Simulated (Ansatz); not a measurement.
Molecular dynamics on a 2×2×1 supercell (16 atoms) of ZnS (NiAs type), relaxed with r2SCAN. Forces come from r2SCAN in Ansatz 0.2.0: constant energy and volume (NVE), velocities drawn at 800 K, steps of 3 fs. Spin polarisation is off, nuclei are classical, and the run is far too short for thermal averages. The structure comes from a prototype and may be hypothetical.

```yaml
crystal:
  lattice:
    - [7.1791809626, -1.0e-10, 0.0]
    - [-3.5895904813, 6.217353092, 0.0]
    - [0.0, 0.0, 5.879997321]
  atoms:
    - { symbol: Zn, position: [0.0, 0.0, 0.0] }
    - { symbol: Zn, position: [0.0, 0.0, 0.5] }
    - { symbol: S, position: [0.1666666667, 0.3333333333, 0.25] }
    - { symbol: S, position: [0.3333333333, 0.1666666667, 0.75] }
    - { symbol: Zn, position: [0.0, 0.5, 0.0] }
    - { symbol: Zn, position: [0.0, 0.5, 0.5] }
    - { symbol: S, position: [0.1666666667, 0.8333333333, 0.25] }
    - { symbol: S, position: [0.3333333333, 0.6666666667, 0.75] }
    - { symbol: Zn, position: [0.5, 0.0, 0.0] }
    - { symbol: Zn, position: [0.5, 0.0, 0.5] }
    - { symbol: S, position: [0.6666666667, 0.3333333333, 0.25] }
    - { symbol: S, position: [0.8333333333, 0.1666666667, 0.75] }
    - { symbol: Zn, position: [0.5, 0.5, 0.0] }
    - { symbol: Zn, position: [0.5, 0.5, 0.5] }
    - { symbol: S, position: [0.6666666667, 0.8333333333, 0.25] }
    - { symbol: S, position: [0.8333333333, 0.6666666667, 0.75] }
kpoints:
  mp_grid: { grid: [3, 3, 2] }
hamiltonian:
  xc: r2scan
scf:
  occupations: { method: fermi_dirac, width: 0.069 }
md:
  ensemble: nve
  temperature: 800
  timestep: 3.0
  n_steps: 20
  initial_velocities: maxwell_boltzmann
  seed: 7480
```

Command: `ansatz run input.yaml --threads 4 --pin off --max-ram 3686MiB --backend cpu --events-out ev --progress --plain --runs-dir out`.

Question: It ran on 4 threads of Arm Neoverse V1, with other jobs on the host. About how long did it take, and how much host memory at the peak?

Answer: About 4.7 min, with a peak of 1.4 GiB.

| step | t (fs) | T (K) | free energy F from step 0 (meV/atom) | kinetic energy (meV/atom) | largest force (eV/Å) |
| --- | --- | --- | --- | --- | --- |
| 0 | 0 | 800 | 0.0 | 96.9 | 0.00 |
| 1 | 3 | 794 | 0.7 | 96.2 | 0.18 |
| 2 | 6 | 776 | 2.9 | 94.1 | 0.39 |
| 3 | 9 | 748 | 6.3 | 90.6 | 0.61 |
| 4 | 12 | 710 | 10.9 | 86.0 | 0.86 |
| 5 | 15 | 665 | 16.4 | 80.6 | 1.11 |
| 6 | 18 | 615 | 22.5 | 74.6 | 1.37 |
| 7 | 21 | 564 | 28.6 | 68.4 | 1.60 |
| 8 | 24 | 516 | 34.5 | 62.6 | 1.81 |
| 9 | 27 | 475 | 39.6 | 57.5 | 1.95 |
| 10 | 30 | 442 | 43.6 | 53.6 | 2.02 |
| 11 | 33 | 420 | 46.2 | 50.9 | 1.99 |
| 12 | 36 | 409 | 47.6 | 49.5 | 1.86 |
| 13 | 39 | 406 | 47.9 | 49.2 | 1.65 |
| 14 | 42 | 409 | 47.5 | 49.6 | 1.45 |
| 15 | 45 | 414 | 46.8 | 50.2 | 1.33 |
| 16 | 48 | 418 | 46.3 | 50.7 | 1.20 |
| 17 | 51 | 418 | 46.3 | 50.7 | 1.08 |
| 18 | 54 | 413 | 46.9 | 50.0 | 0.98 |
| 19 | 57 | 402 | 48.2 | 48.7 | 0.94 |
| 20 | 60 | 387 | 50.1 | 46.9 | 1.01 |

The temperature goes from 800 K to 387 K in 60 fs. The atoms start on their lattice sites with kinetic energy alone, so much of it first passes into potential energy. The conserved energy stays within 0.16 meV an atom. By the last step the atoms have moved 0.26 Å in the root mean square, the drift of the whole cell taken out, 0.41 Å at most.

Positions (Å) and forces (eV/Å) at step 20:
```
Zn  -0.026   0.177   0.292    -0.102  -0.318  -0.385
Zn   0.140  -0.089   2.893    -0.291  -0.050   0.667
S   -0.046   2.197   1.489     0.142   0.187   0.301
S    1.504   0.998   4.597     0.935   0.175  -0.343
Zn  -1.761   3.050  -0.113     0.261   0.290   0.112
Zn  -1.842   2.901   2.814    -0.167   0.069   0.092
S   -1.859   5.022   1.586     0.427   0.115  -0.424
S    0.046   4.326   4.467    -0.120   0.092  -0.231
Zn   3.230   0.060   0.062     0.193  -0.592  -0.082
Zn   3.813   0.138   3.066     0.094  -0.765   0.174
S    3.383   1.822   1.579     0.544   0.550   0.007
S    5.552   1.047   4.437    -0.689  -0.300  -0.181
Zn   1.872   3.262  -0.353    -0.470   0.112   0.738
Zn   1.813   3.128   2.886    -0.121   0.142  -0.592
S    1.933   5.124   1.412    -0.517  -0.048   0.487
S    3.722   3.943   4.388    -0.120   0.341  -0.341
```
